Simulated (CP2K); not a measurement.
TiO2 (Anatase) in CP2K: the effect of Hubbard term

TiO2 (Anatase):

```
Ti O
1.0
     5.45820    0.00000    0.00000
     2.83460    4.66444    0.00000
    -4.14640   -2.33222    2.67583
Ti O
2 4
Direct
  0.75000 0.25000 0.50000
  0.00000 0.00000 0.00000
  0.79190 0.79190 0.00000
  0.54190 0.04190 0.50000
  0.95810 0.45810 0.50000
  0.20810 0.20810 0.00000
```

Alike in all runs:

```yaml
Program: CP2K 2026.2
Task: projected density of states
Functional: PBE
Potentials_or_basis: GTH_POTENTIALS Ti GTH-PBE-q12, O GTH-PBE-q6; DZVP-MOLOPT-SR-GTH basis
Density_cutoff: 8163 eV
k_mesh: 8 × 8 × 8
Occupations: fermi-dirac, width 0.05 eV
Spin: no spin polarisation
SCF_solver: diagonalisation with k points
Quickstep_method: GPW
EPS_DEFAULT: 1.0E-10
EPS_SCF: 1.0E-6
MAX_SCF: 100
SCF_GUESS: ATOMIC
k_points_reduced_by_the_point_group: yes
Mesh_centred_on_Gamma: yes
```

```csv
Hubbard term,gap on the mesh (eV),largest force (eV/Å)
none,?,?
Ti d U = 2.0 eV,2.29,0.06
Ti d U = 4.0 eV,2.54,0.03
Ti d U = 6.0 eV,2.81,0.05
Ti d U = 8.0 eV,3.12,0.08
```

**Question.** What does the run with Hubbard term none give?

**Answer.** gap on the mesh 2.07 eV; largest force 0.10 eV/Å.

Worked out: A parabola through the other rows of the gap on the mesh, of slope 0.1 eV per eV there, extrapolates to 2.08 eV, against the run's 2.07. A parabola through the other rows of the largest force, of slope -0.0335 eV/Å per eV there, extrapolates to 0.11 eV/Å, against the run's 0.10.

Caveats: the basis of atomic orbitals isn't converged, which shifts pressures, moduli and gaps; this program's U acts on Mulliken populations of all basis functions of the shell, so it isn't the U of plane-wave codes (some runs); energies scatter by some meV and the pressure isn't listed (some runs).

A k mesh can miss the band edges.
